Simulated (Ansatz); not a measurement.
# Ir (P6_3/mmc) in Ansatz: a series of runs

The runs below take Ir through band structure, elastic constants, with BLYP, r2SCAN, LDA.

All numbers are computed with Ansatz 0.2.0; they aren't measurements. Logs are shortened: lines on timing, memory, paths and dates and some standing lists are left out, and cuts for length are marked.

**1. The crystal as given**

It takes space group P6_3/mmc (No. 194, hexagonal). The conventional cell has a = 2.751 Å, b = 2.751 Å, c = 4.462 Å, α = 90.00°, β = 90.00°, γ = 120.00°. Ir (site symmetry -6m2) is surrounded by 12 Ir at 2.74 to 2.75 Å.

This isn't the form of Ir at room conditions, which is fcc.

**2. Band structure, BLYP**

input.yaml

```yaml
crystal:
  lattice:
    - [2.7513778946, 0.0, 0.0]
    - [-1.3756889473, 2.3827631521, 0.0]
    - [0.0, 0.0, 4.46229]
  atoms:
    - { symbol: Ir, position: [0.3333333333, 0.6666666667, 0.25] }
    - { symbol: Ir, position: [0.6666666667, 0.3333333333, 0.75] }
hamiltonian:
  xc: blyp
  pseudopotentials: { kind: paw }
kpoints:
  mp_grid: { grid: [11, 11, 6] }
  band_path:
    path:
      - [[0.0, 0.0, 0.0], [0.5, 0.0, 0.0], [0.3333333333, 0.3333333333, 0.0], [0.0, 0.0, 0.0], [0.0, 0.0, 0.5], [0.5, 0.0, 0.5], [0.3333333333, 0.3333333333, 0.5], [0.0, 0.0, 0.5]]
      - [[0.5, 0.0, 0.5], [0.5, 0.0, 0.0]]
      - [[0.3333333333, 0.3333333333, 0.0], [0.3333333333, 0.3333333333, 0.5]]
    npoints: 14
scf:
  occupations: { method: fermi_dirac, width: 0.05 }
  n_extra_bands: 6
output:
  forces: true
  stress: true
  eigenvalues: true
  fatbands: false
  write_density: true
  write_potential: true
  elf: true
  volumetric_format: npy
```

Potentials or basis: Ansatz PAW.

The run is started by

```
$ ansatz run input.yaml --threads 2 --pin off --max-ram 5632MiB --backend cpu --events-out ev --progress --plain --runs-dir out
```

Log:

```text
Warning: RAYON_NUM_THREADS=2 ignored (pool sized by the plan → 2); use --threads N
scf.n_extra_bands = 6 over 17 filled bands (N_el = 34.0): the run solves 23 bands
Engine: ansatz 0.2.0, aarch64-unknown-linux-gnu
Pseudopotentials: kind: paw
Pseudopotential: Ir, paw, valence charge 17, recommended cutoff 420 eV (normal), Ir.paw.azcp
Functional definition: BLYP
  parameter beta = 0.0042
  parameter a = 0.04918
  parameter b = 0.132
  parameter c = 0.2533
  parameter d = 0.349
  exchange = b88_x(beta = beta)
  correlation = lyp_c(a = a, b = b, c = c, d = d)
Crystal: 2 atoms, lattice volume = 29.254 Å³
Basis set: ecut = 420 eV, 573 PW (Γ), exchange–correlation on 40×40×60 points (8 copies of the dense FFT grid, shifted against one another)
Bands: 23, of which v1, the nominal top of the filled ones, is band 17 counted from 1 (16 counted from 0)
Symmetry: 24 space group operations
Space group: P63/mmc (ITA 194), of the structure as read, at distance tolerance 3.1e-5 Å
k-points: 64 of 726
Non-local potential: Ir, projectors of the file, l = 0: 3, l = 1: 2, l = 2: 2, l = 3: 1
PAW form: soft (Blöchl's): semilocal exchange-correlation on the pseudo side does not see the compensation charge
PAW frozen core: Ir, regenerated for the run's functional, and the local potential with it (the file was generated under x = pbe(κ = 0.804, μ = 0.2195149727645171), c = pbe(β = 0.06672455060314922))
PAW one-centre angular grid: Ir, 590 points (default); XC on 64 Gauss nodes
Initial density: superposition of atomic densities (neutral atoms: chi_scale 0, normalization atom), corrected by the library's trained network
Initial wavefunctions: pseudopotential atomic-orbital guess
Functional: x = b88, c = lyp
SCF iter   1: F=—  HF=-23921.231337 eV  |F-HF|=—  |Δ(HF+E_count)|=         —  Δρ=1.32e-2  dr2=3.62e-2  ethr=1.77e-3  ⟨swp⟩=5.2  Hψ=5991  notcnv=0  defer=11
preconditioner: auto → none  [metal: Δε(μ)=0.016 eV  Ē_g=10.608 eV  σ=0.050 eV  W_gap=0.08  n_scr=8 (ndim 8)  ℏωp=29.1 eV  f_vac=0.000  D(μ)=3.44/eV (n_scr^D=42)  sad-step TF]
SCF iter   2: F=—  HF=-23921.230071 eV  |F-HF|=—  |Δ(HF+E_count)|=   1.27e-3  Δρ=7.90e-3  dr2=1.32e-2  ethr=1.06e-4  ⟨swp⟩=1.8  Hψ=2089  notcnv=0  defer=16
SCF iter   3: F=—  HF=-23921.229074 eV  |F-HF|=—  |Δ(HF+E_count)|=   9.97e-4  Δρ=4.49e-4  dr2=3.00e-5  ethr=3.89e-5  ⟨swp⟩=2.0  Hψ=2376  notcnv=0  defer=16
SCF iter   4: F=—  HF=-23921.229100 eV  |F-HF|=—  |Δ(HF+E_count)|=   2.55e-5  Δρ=5.32e-5  dr2=3.36e-7  ethr=8.82e-8  ⟨swp⟩=2.0  Hψ=2061  notcnv=0  defer=16
iter 5 did not close the SCF: its close was put off for the readings that it lacked (scf_convergence_deferred on its scf_iter line)
SCF iter   5: F=-23921.229100 eV  HF=-23921.229100 eV  |F-HF|=1.82e-10  |Δ(HF+E_count)|=   4.29e-7  Δρ=1.01e-5  dr2=1.50e-8  ethr=9.89e-10  ⟨swp⟩=2.6  Hψ=2445  notcnv=0  defer=16
SCF iter   6: F=-23921.229100 eV  HF=-23921.229100 eV  |F-HF|=6.77e-10  |Δ(HF+E_count)|=   4.15e-9  Δρ=2.58e-6  dr2=7.24e-10  ethr=4.42e-11  ⟨swp⟩=6.1  Hψ=7820  notcnv=0
the search or the solves at the SCF's close seem to have found levels that the self-consistency loop had missed (the run counts 1). By its estimate they hold under 1e-12 electrons; where the run keeps them, the occupations were computed again with them
SCF 1 converged in 6 iterations: F = -23921.229100 eV  dr2 = 7.24e-10
NSCF: frozen V_eff on 129 k-points
SCF converged after 6 iterations
Free energy (F): -23921.229100 eV
Harris-Foulkes:  -23921.229100 eV  (|F-HF|=6.77e-10)
Internal energy: -23921.201882 eV  (E = F + TS)
E sigma→0 (E₀):  -23921.215491 eV
Entropy (-TS):   -0.027218 eV (-13.609 meV/atom)
Fermi energy:    25.370453 eV
--- Per-component energies (eV) ---
  E_band       = -176.165367
  E_kinetic    = 1247.819636
  E_local      = -2212.162742  (includes V_loc(G=0)·N_el)
  E_nonlocal   = 143.890017
  E_hartree    = 847.583420
  E_xc         = -527.920398
  E_vxc        = -589.158397  (∫ρ·V_xc dr)
  E_paw        = -18506.187202  (= ΣΔE_a)
  E_vpaw       = -461.720306  (= ΣTr[D̂ρ^β])
  E_aug_tail   = 0.000065  (compensation charges beyond the density's cutoff)
  E_ewald      = -4914.524980
  E_core_change = 0.300302  (= ΣΔE_core)
  E_smearing   = -0.027218  (= −TS)
  E_closure    = -0.000000  (closes the sum)
  Σ components = -23921.229100   (vs F -23921.229100, Δ=0.00e0)
--- Forces (eV/Å), atoms counted from 1 ---
  atom   1  Ir    -0.00000000     0.00000000     0.00000000
  atom   2  Ir     0.00000000    -0.00000000     0.00000000
  max |Σ_I F_I| component: 9.25e-18 eV/Å
--- Stress (GPa, compression-positive) ---
       15.343924       0.000000       0.000000
        0.000000      15.343924       0.000000
        0.000000       0.000000      15.278225
  P = ⅓ Tr σ = 15.3220 GPa (153.220 kbar)
--- Band table (eV; the first three rows and the last of 64) ---
  k-point 0: bands = ["-67.4453", "-67.3869", "-24.6768", "-24.0536", "-24.0536", "-23.9628", "-23.9496", "-23.9496", "14.6887", "17.6264", "21.6206", "21.7278", "21.7278", "22.3408", "22.3408", "23.0946", "23.0946", "24.9491", "25.6333", "25.6333", "32.1553", "39.5128", "41.3801"]
  k-point 1: bands = ["-67.4414", "-67.3908", "-24.6307", "-24.0467", "-24.0467", "-24.0124", "-23.9566", "-23.9566", "14.9911", "17.6399", "21.4914", "21.6105", "21.6105", "22.1939", "22.1939", "23.4420", "23.4420", "23.8521", "25.6129", "25.6129", "33.7065", "39.0037", "41.6560"]
  k-point 2: bands = ["-67.4307", "-67.4015", "-24.5035", "-24.1466", "-24.0277", "-24.0277", "-23.9757", "-23.9757", "15.8205", "17.5195", "21.2260", "21.5110", "21.5110", "21.8788", "21.8788", "22.1231", "24.1685", "24.1685", "25.4198", "25.4198", "36.8506", "38.7056", "40.4401"]
  k-point 63: bands = ["-67.3756", "-67.3756", "-24.5330", "-24.5330", "-24.3466", "-24.3466", "-24.0931", "-24.0931", "19.2303", "19.2303", "20.3698", "20.3698", "21.4958", "21.4958", "23.1883", "23.1883", "25.7305", "25.7305", "31.7480", "31.7480", "33.0329", "33.0329", "35.8681"]
```

It took 2.4 s on 2 threads of Arm Neoverse V1, shared host; peak memory 0.33 GiB.

Results:

* Free energy: -23921.2291 eV
* Pressure: 15.3 GPa
* Band gap on the k mesh: none (metal or under the smearing width)

Levels at the corners of the path, in eV from the Fermi level:
| point | band 13 | band 14 | band 15 | band 16 | band 17 | band 18 | band 19 | band 20 |
| --- | --- | --- | --- | --- | --- | --- | --- | --- |
| Γ | -3.64 | -3.03 | -3.03 | -2.28 | -2.28 | -0.42 | 0.26 | 0.26 |
| M | -3.35 | -3.11 | -2.82 | 0.68 | 0.92 | 1.07 | 2.93 | 4.34 |
| K | -3.99 | -3.99 | -2.27 | -0.04 | -0.04 | 0.30 | 4.39 | 4.39 |
| Γ | -3.64 | -3.03 | -3.03 | -2.28 | -2.28 | -0.42 | 0.26 | 0.26 |
| A | -3.76 | -3.76 | -3.76 | -3.76 | -0.46 | -0.46 | -0.46 | -0.46 |
| L | -2.02 | -2.02 | -0.76 | -0.76 | 0.91 | 0.91 | 2.10 | 2.10 |
| H | -3.86 | -3.86 | -2.28 | -2.28 | 0.30 | 0.30 | 7.11 | 7.11 |
| A | -3.76 | -3.76 | -3.76 | -3.76 | -0.46 | -0.46 | -0.46 | -0.46 |
| L | -2.02 | -2.02 | -0.76 | -0.76 | 0.91 | 0.91 | 2.10 | 2.10 |
| M | -3.35 | -3.11 | -2.82 | 0.68 | 0.92 | 1.07 | 2.93 | 4.34 |
| K | -3.99 | -3.99 | -2.27 | -0.04 | -0.04 | 0.30 | 4.39 | 4.39 |
| H | -3.86 | -3.86 | -2.28 | -2.28 | 0.30 | 0.30 | 7.11 | 7.11 |

Caveat: so large a pressure means that the cell lies far from this level's equilibrium, or that cutoff or potentials fall short; spin-orbit coupling is left out, which moves the levels of the heavy elements; the PAW data sets come from PBE, with cores solved anew for the run's functional, which leaves a small shift of forces and pressure.

**3. Band structure, r2SCAN**

input.yaml: that of step 2 with these lines changed.

```diff
@@ -9,3 +9,3 @@
 hamiltonian:
-  xc: blyp
+  xc: r2scan
   pseudopotentials: { kind: paw }
@@ -26,6 +26,2 @@
   eigenvalues: true
-  fatbands: false
-  write_density: true
-  write_potential: true
-  elf: true
-  volumetric_format: npy
+  fatbands: true
```

Potentials or basis: Ansatz PAW.

The run is started by

```
$ ansatz run input.yaml --threads 2 --pin off --max-ram 5632MiB --backend cpu --events-out ev --progress --plain --runs-dir out
```

Wall time 6.4 s (2 threads of Arm Neoverse V1, shared host); peak memory 0.41 GiB.

The run converged. Its results:

```yaml
Free_energy: -23897.2302 eV
Pressure: -8.7 GPa
Band_gap_on_the_k_mesh: none (metal or under the smearing width)
```

Stress tensor (GPa, compression positive):
```
-8.47  0.00  0.00
 0.00 -8.47  0.00
 0.00  0.00 -9.05
```

Levels at the corners of the path, in eV from the Fermi level:
| point | band 14 | band 15 | band 16 | band 17 | band 18 | band 19 |
| --- | --- | --- | --- | --- | --- | --- |
| Γ | -3.15 | -3.15 | -2.37 | -2.37 | -0.68 | 0.28 |
| M | -3.37 | -2.95 | 0.71 | 0.96 | 1.13 | 3.00 |
| K | -4.21 | -2.40 | -0.02 | -0.02 | 0.32 | 4.66 |
| Γ | -3.15 | -3.15 | -2.37 | -2.37 | -0.68 | 0.28 |
| A | -3.92 | -3.92 | -3.92 | -0.47 | -0.47 | -0.47 |
| L | -2.11 | -0.90 | -0.90 | 0.96 | 0.96 | 2.08 |
| H | -4.13 | -2.38 | -2.38 | 0.32 | 0.32 | 7.28 |
| A | -3.92 | -3.92 | -3.92 | -0.47 | -0.47 | -0.47 |
| L | -2.11 | -0.90 | -0.90 | 0.96 | 0.96 | 2.08 |
| M | -3.37 | -2.95 | 0.71 | 0.96 | 1.13 | 3.00 |
| K | -4.21 | -2.40 | -0.02 | -0.02 | 0.32 | 4.66 |
| H | -4.13 | -2.38 | -2.38 | 0.32 | 0.32 | 7.28 |

Caveat: spin-orbit coupling is left out, which moves the levels of the heavy elements; the PAW data sets come from PBE, with cores solved anew for the run's functional, which leaves a small shift of forces and pressure.

**4. Elastic constants, LDA**

input.yaml

```yaml
crystal:
  lattice:
    - [2.7513778946, 0.0, 0.0]
    - [-1.3756889473, 2.3827631521, 0.0]
    - [0.0, 0.0, 4.46229]
  atoms:
    - { symbol: Ir, position: [0.3333333333, 0.6666666667, 0.25] }
    - { symbol: Ir, position: [0.6666666667, 0.3333333333, 0.75] }
hamiltonian:
  xc: lda
  pseudopotentials: { kind: paw }
kpoints:
  mp_grid: { grid: [8, 8, 5] }
scf:
  occupations: { method: fermi_dirac, width: 0.05 }
output:
  forces: true
  stress: true
elastic:
  mode: clamped_ion
  stencil: two_point
```

The run is started by

```
$ ansatz run input.yaml --threads 2 --pin off --max-ram 5632MiB --backend cpu --events-out ev --progress --plain --runs-dir out
```

Wall time 6.8 s (2 threads of Arm Neoverse V1, shared host); peak memory 0.34 GiB.

It converged, with:

| Item | Value |
| --- | --- |
| Free energy | -23326.4714 eV |
| Pressure | -17.0 GPa |
| Band gap on the k mesh | none (metal or under the smearing width) |
| Voigt bulk modulus | 308 GPa |

Stress tensor (GPa, compression positive):
```
-16.46   0.00   0.00
  0.00 -16.46   0.00
  0.00   0.00 -18.15
```

Levels at points of the mesh, in eV from the Fermi level:
```tsv
k point	band 15	band 16	band 17	band 18	band 19	band 20
(0.00, 0.00, 0.00)	-3.03	-2.25	-2.25	-0.71	0.30	0.30
(0.00, -0.50, 0.00)	-2.85	0.70	0.96	1.10	2.86	4.26
```

Elastic tensor in Voigt notation (GPa, ions clamped, in the Cartesian axes of the cell as first typed):
```
510 198 215   0   0   0
198 510 215   0   0   0
214 214 501   0   0   0
  0   0   0  90   0   0
  0   0   0   0  90   0
  0   0   0   0   0 156
```

Caveat: the cell is more than 3 GPa from zero pressure, which shifts response properties; elastic constants of metals need much finer meshes, so these are rough; so large a pressure means that the cell lies far from this level's equilibrium, or that cutoff or potentials fall short; the PAW data sets come from PBE, with cores solved anew for the run's functional, which leaves a small shift of forces and pressure. Spin-orbit coupling is left out, which matters for the levels of Ir.

**5. Overview**

| task | level | k mesh | cutoff (eV) | points for each segment of the path | atoms under strain | gap on the mesh (eV) | pressure (GPa) |
| --- | --- | --- | --- | --- | --- | --- | --- |
| band structure | BLYP | 11 × 11 × 6 | 420 | 14 | - | none | 15.3 |
| band structure | r2SCAN | 11 × 11 × 6 | 500 | 14 | - | none | -8.7 |
| elastic constants | LDA | 8 × 8 × 5 | 420 | - | clamped | none | -17.0 |

Alike in all rows: potentials or basis Ansatz PAW; no spin polarisation; cell as given; smearing fermi-dirac 0.05 eV.

Every run on the cell as given and a fine mesh finds a metal. The pressure there spans -17.0 GPa (LDA) to 15.3 GPa (BLYP); a positive pressure means that this level wants a larger cell, a negative one a smaller.

Caveats: the PAW data sets come from PBE, with cores solved anew for the run's functional, which leaves a small shift of forces and pressure; so large a pressure means that the cell lies far from this level's equilibrium, or that cutoff or potentials fall short (some runs); spin-orbit coupling is left out, which moves the levels of the heavy elements (some runs); the cell is more than 3 GPa from zero pressure, which shifts response properties (some runs); elastic constants of metals need much finer meshes, so these are rough (some runs).

Total energies depend on the potentials used, so only differences within one code and one set of settings carry meaning.
